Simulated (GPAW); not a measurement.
Wanted: an ASE script for a GPAW 26.7.0 run.

```yaml
Task: relaxation of cell and atoms
Functional: PBEsol
Potentials_or_basis: PAW data sets generated in the run's folder for this functional
Cutoff: 600 eV
Basis: pw
k_mesh: 10 × 10 × 10
Occupations: fermi-dirac, width 0.05 eV
Spin: no spin polarisation
Target_pressure: 5 GPa
Maxiter: 150
Optimizer: BFGS
Fmax: 0.02 eV/Å
Max_steps: 60
Target_pressure: 5 GPa
Convergence: density=1e-05 forces=0.0001
```

Crystal: Hf.

```xyz
1
Lattice="0.0000 2.2200 2.2200 2.2200 0.0000 2.2200 2.2200 2.2200 0.0000" Properties=species:S:1:pos:R:3 pbc="T T T"
Hf    0.0000    0.0000    0.0000
```

This isn't the form of Hf at room conditions, which is hcp.

The input as run:

run.py

```python
from ase import Atoms
from ase.filters import FrechetCellFilter
from ase.io import write
from ase.optimize import BFGS
from ase.units import GPa
from gpaw import GPAW, PW, setup_paths

setup_paths.insert(0, '.')

atoms = Atoms(['Hf'],
              cell=[[0.0, 2.22, 2.22],
                    [2.22, 0.0, 2.22],
                    [2.22, 2.22, 0.0]],
              scaled_positions=[[0.0, 0.0, 0.0]],
              pbc=True)

calc = GPAW(mode=PW(600),
            xc='PBEsol',
            kpts={'size': (10, 10, 10), 'gamma': True},
            occupations={'name': 'fermi-dirac', 'width': 0.05},
            nbands=14,
            convergence={'density': 1e-05, 'forces': 0.0001},
            maxiter=150,
            txt='gpaw.txt')
atoms.calc = calc
opt = BFGS(FrechetCellFilter(atoms, scalar_pressure=5 * GPa), trajectory='relax.traj', logfile='-')
done = opt.run(fmax=0.02, steps=60)
calc.write('gs.gpw')
write('result.traj', atoms)
print('Converged:', done)
print('Cell:', atoms.cell.cellpar().round(4))
print('Volume:', round(atoms.get_volume(), 4))
print(atoms.get_scaled_positions().round(5))
```

Potentials or basis: PAW data sets generated in the run's folder for this functional, pw.

Launch:

```sh
$ gpaw-setup -f PBEsol Hf
$ OMP_NUM_THREADS=1 python run.py
```

Results of the run:

```yaml
Relaxed_volume: 20.75 Å³/atom
Relaxed_cell: a = 3.085 Å, b = 3.085 Å, c = 3.085 Å, α = 60.00°, β = 60.00°, γ = 60.00°
Space_group_after_relaxing_to_0.05_Å: Fm-3m (No. 225)
Energy_change_on_relaxing_the_enthalpy_is_what_falls: +12.3 meV/atom
Ionic_steps: 3
Pressure_after_relaxing: 5.1 GPa
Band_gap_on_the_k_mesh: none (metal or under the smearing width)
```

Caveat: later steps reuse the first step's grids.

It took 61 s on 1 thread of Intel(R) Xeon(R) Platinum 8175M CPU @ 2.50GHz (Skylake/Cascade Lake), on a shared host, peak memory 0.15 GiB.
